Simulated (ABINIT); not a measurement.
Ge:

```
CELL_PARAMETERS angstrom
0.00000 2.82891 2.82891
2.82891 0.00000 2.82891
2.82891 2.82891 0.00000
ATOMIC_POSITIONS crystal
Ge 0.75000 0.75000 0.75000
Ge 0.50000 0.50000 0.50000
```

Base run:

| Item | Value |
| --- | --- |
| Program | ABINIT 10.8.3 (patched build) |
| Functional | HCTH407 |
| Potentials or basis | PseudoDojo NC SR PBE v0.4.1 standard |
| Cutoff | 1061 eV |
| k mesh | 8 × 8 × 8 |
| Occupations | fermi-dirac, width 0.05 eV |
| Spin | no spin polarisation |

Its results: band gap on the k mesh 0.24 eV, direct; pressure 5.8 GPa.

Question: After a change of settings the same cell gave: band gap on the k mesh 0.31 eV, direct; pressure 5.5 GPa. Which change was it?
A. functional from HCTH407 to OLYP
B. functional from HCTH407 to BP86
C. functional from HCTH407 to LDA-PZ; potentials or basis from PseudoDojo NC SR PBE v0.4.1 standard to PseudoDojo NC SR LDA v0.4.1 standard
D. functional from HCTH407 to BLYP

Answer: A.

Caveats: the potentials were made for another functional, which shifts forces and pressure.
